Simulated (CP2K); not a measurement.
Ag:

```
Ag
1.0
     2.88888    0.00000    0.00000
     1.44444    2.50185    0.00000
     1.44444    0.83395    2.35876
Ag
1
Direct
  0.00000 0.00000 0.00000
```

Base run:

```yaml
Program: CP2K 2026.2
Functional: LDA
Potentials_or_basis: POTENTIAL_UZH Ag GTH-PBE-q11; TZVP-MOLOPT-PBE-GTH basis
Density_cutoff: 9184 eV
k_mesh: 11 × 11 × 11
Occupations: fermi-dirac, width 0.05 eV
Spin: no spin polarisation
```

Its results: band gap on the k mesh none (metal or under the smearing width); pressure -5.4 GPa.

Question: After a change of settings the same cell gave: band gap on the k mesh none (metal or under the smearing width); pressure -2.7 GPa. Which change was it?
A. functional from LDA to AM05
B. functional from LDA to BLYP
C. functional from LDA to r2SCAN
D. functional from LDA to vdW-DF2

Answer: A.

AM05 binds less tightly than LDA, so the same cell stands under more pressure.

Caveats: the potentials were made for another functional, which shifts forces and pressure; the basis of atomic orbitals isn't converged, which shifts pressures, moduli and gaps.

Runs at the PBE level aren't shown here.
